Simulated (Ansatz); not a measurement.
# MgF2 (rutile type): the cost of one run

Method: DFT PBE, with the methods named in each step, in Ansatz 0.2.0.

## (1) Starting point

It takes space group P4_2/mnm (No. 136, tetragonal). Conventional cell: a = 4.693 Å, b = 4.693 Å, c = 3.097 Å, α = 90.00°, β = 90.00°, γ = 90.00°. Around Mg (site symmetry mmm) lie 6 F at 2.02 Å. F (site symmetry m2m) has 3 Mg at 2.02 Å as nearest neighbours.

As a file:

```xyz
6
Lattice="4.6931 0.0000 0.0000 0.0000 4.6931 0.0000 0.0000 0.0000 3.0974" Properties=species:S:1:pos:R:3 pbc="T T T"
Mg    0.0000    0.0000    0.0000
Mg    2.3466    2.3466    1.5487
F     1.4314    1.4314    0.0000
F     3.2617    3.2617    0.0000
F     3.7779    0.9152    1.5487
F     0.9152    3.7779    1.5487
```

Atoms are numbered in the order of the input: Mg1, Mg2, F3, F4, F5, F6.

## (2) Cell relaxed at zero pressure, PAW

Contents of input.yaml:

```yaml
crystal:
  lattice:
    - [4.6931053341, 0.0, 0.0]
    - [0.0, 4.6931053341, 0.0]
    - [0.0, 0.0, 3.0974495205]
  atoms:
    - { symbol: Mg, position: [0.0, 0.0, 0.0] }
    - { symbol: Mg, position: [0.5, 0.5, 0.5] }
    - { symbol: F, position: [0.305, 0.305, 0.0] }
    - { symbol: F, position: [0.695, 0.695, 0.0] }
    - { symbol: F, position: [0.805, 0.195, 0.5] }
    - { symbol: F, position: [0.195, 0.805, 0.5] }
kpoints:
  mp_grid: { grid: [7, 7, 11] }
scf:
  occupations: { method: fermi_dirac, width: 0.05 }
hamiltonian:
  xc: pbe
  pseudopotentials: { kind: paw }
output:
  forces: true
  stress: true
relax:
  f_tol: 0.005
  max_steps: 40
  cell: {}
```

Started as:

```console
ansatz run input.yaml --threads 2 --pin off --max-ram 5120MiB --backend cpu --events-out ev --progress --plain --runs-dir out
```

**Question.** How long does this run take on 2 threads of Arm Neoverse V2, shared host, and how much memory does it need?

About 10 s, with a peak of 0.38 GiB.
